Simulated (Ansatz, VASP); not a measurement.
## C in VASP and in Ansatz

The input POSCAR:

```
C
1.0
    2.5221000000      0.0000000000      0.0000000000
   -1.2610500000      2.1842026709      0.0000000000
    0.0000000000      0.0000000000     16.4743000000
C
16
Direct
    0.0000000000      0.0000000000      0.0467224833
    0.0000000000      0.0000000000      0.5467224833
    0.0000000000      0.0000000000      0.4532775167
    0.0000000000      0.0000000000      0.9532775167
    0.3333333333      0.6666666667      0.0778583723
    0.6666666667      0.3333333333      0.5778583723
    0.3333333333      0.6666666667      0.4221416277
    0.6666666667      0.3333333333      0.9221416277
    0.3333333333      0.6666666667      0.1712256118
    0.6666666667      0.3333333333      0.6712256118
    0.3333333333      0.6666666667      0.3287743882
    0.6666666667      0.3333333333      0.8287743882
    0.3333333333      0.6666666667      0.7974264217
    0.6666666667      0.3333333333      0.2974264217
    0.3333333333      0.6666666667      0.7025735783
    0.6666666667      0.3333333333      0.2025735783
```

Contents of INCAR.step1:

```
  ALGO = Normal
  EDIFF = 1E-4
  ENCUT = 520
  GGA = PE
  ISMEAR = -1
  LASPH = True
  LCHARG = False
  LREAL = Auto
  LWAVE = True
  NBANDS = 46
  NELM = 80
  PREC = Accurate
  SIGMA = 0.05
```

The input INCAR.step2:

```
  ALGO = Normal
  EDIFF = 1E-8
  ENCUT = 520
  ISIF = 2
  ISMEAR = -1
  ISTART = 1
  LASPH = True
  LCHARG = False
  LEFG = True
  LMIXTAU = True
  LREAL = Auto
  LWAVE = False
  METAGGA = R2SCAN
  NBANDS = 46
  NELM = 80
  PREC = Accurate
  SIGMA = 0.05
```

The input KPOINTS:

```
k-points
0
Gamma
  15 15 2
```

Input for Ansatz:

```yaml
crystal:
  lattice:
    - [2.5221, 0.0, 0.0]
    - [-1.26105, 2.1842026709, 0.0]
    - [0.0, 0.0, 16.4743]
  atoms:
    - { symbol: C, position: [0.0, 0.0, 0.0467224833] }
    - { symbol: C, position: [0.0, 0.0, 0.5467224833] }
    - { symbol: C, position: [0.0, 0.0, 0.4532775167] }
    - { symbol: C, position: [0.0, 0.0, 0.9532775167] }
    - { symbol: C, position: [0.3333333333, 0.6666666667, 0.0778583723] }
    - { symbol: C, position: [0.6666666667, 0.3333333333, 0.5778583723] }
    - { symbol: C, position: [0.3333333333, 0.6666666667, 0.4221416277] }
    - { symbol: C, position: [0.6666666667, 0.3333333333, 0.9221416277] }
    - { symbol: C, position: [0.3333333333, 0.6666666667, 0.1712256118] }
    - { symbol: C, position: [0.6666666667, 0.3333333333, 0.6712256118] }
    - { symbol: C, position: [0.3333333333, 0.6666666667, 0.3287743882] }
    - { symbol: C, position: [0.6666666667, 0.3333333333, 0.8287743882] }
    - { symbol: C, position: [0.3333333333, 0.6666666667, 0.7974264217] }
    - { symbol: C, position: [0.6666666667, 0.3333333333, 0.2974264217] }
    - { symbol: C, position: [0.3333333333, 0.6666666667, 0.7025735783] }
    - { symbol: C, position: [0.6666666667, 0.3333333333, 0.2025735783] }
kpoints:
  mp_grid: { grid: [15, 15, 2] }
scf:
  occupations: { method: fermi_dirac, width: 0.05 }
hamiltonian:
  xc: r2scan
  pseudopotentials: { kind: paw }
output:
  forces: true
  stress: true
  populations: true
  efg: { contact_densities: true }
```

Alike in both runs: task electric field gradients; functional r2SCAN; k mesh 15 × 15 × 2; occupations fermi-dirac, width 0.05 eV; no spin polarisation.

|  | VASP | Ansatz |
| --- | --- | --- |
| version | VASP 6.6.1 | Ansatz 0.2.0 |
| potentials or method | VASP PAW PBE potentials, release 64 (C) | plane-wave PAW, scalar-relativistic |
| plane-wave cutoff (eV) | 520 | 500 |
| valence electrons in the cell | 64 | 64 |

```tsv
	VASP	Ansatz	Ansatz less VASP
gap on the k mesh at the Fermi level (eV)	4.59	4.62	+0.028
pressure (GPa)	-1.0	-2.2	-1.19
largest component of the traceless stress (GPa)	4.11	4.10	-0.019
rms of the force components (eV/Å)	0.005	0.006	+0.0011
Vzz of the field gradient on the site that differs most (V/Å²)	2.6	2.2	-0.33
```

Atom by atom the forces differ by 0.003 eV/Å (rms over components). The functional is the same, so the differences come from potentials, cutoffs and numerics.

Caveats: the PAW data sets were made with another functional, which shifts forces and pressure a little (VASP); an odd mesh through Γ misses points on the zone boundary, where band edges often lie. r2SCAN opens gaps a little over a GGA but as a rule still falls short of measured ones.
